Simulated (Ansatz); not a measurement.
Rock-salt NaBr

All values below come from PBEsol (plane waves, PAW; Ansatz, a first-principles code).

Run with plane-wave cutoff 500 eV, 6×6×1 k mesh (along the axes of the cell as run), gaussian smearing 0.02 eV, scalar-relativistic PAW data made under PBE.

Cell: relaxed at this level.

```
Item                                 Result
--------------------------------  ---------
surface energy of the (110) face  0.29 J/m²
ionisation potential of the slab    5.97 eV
```

The slab of 16 atoms is relaxed and unreconstructed.

Static lattice: no zero-point or thermal effects.

Computing time: roughly 5 core-minutes.
